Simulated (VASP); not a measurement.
C, 2 atoms in the cell. The cell holds a slab with vacuum, 2 atoms: a = 2.465 Å, b = 2.465 Å, c = 26.000 Å, α = 90.00°, β = 90.00°, γ = 120.00°. The slab is cut from a database's or a generator's crystal, which needn't be the stable form of the element.

```yaml
Program: VASP 6.6.1
Task: single point
Functional: PBE
Dispersion: D3(BJ)
Potentials_or_basis: VASP PAW PBE potentials, release 64 (C)
Cutoff: 520 eV
k_mesh: 9 × 9 × 1
Occupations: gaussian, width 0.1 eV
Spin: no spin polarisation
Dipole_correction: yes
Further_INCAR_settings: ALGO = Fast; EDIFF = 1e-06; NBANDS = 11
```

Potentials or basis: VASP PAW PBE potentials, release 64 (C).

The run is started by

```sh
$ cat potpaw_PBE.64/C/POTCAR > POTCAR
$ mpirun -np 1 vasp_std > vasp.out
```

Hardware: 1 thread of Intel(R) Xeon(R) Platinum 8259CL CPU @ 2.50GHz (Skylake/Cascade Lake), with other jobs on the host.

Problem. How long does it take, and how much memory?

Solution. Wall time 28 s on 1 thread of Intel(R) Xeon(R) Platinum 8259CL CPU @ 2.50GHz (Skylake/Cascade Lake), on a shared host, peak memory 0.22 GiB. Counts: scf iterations 19, k points 12.
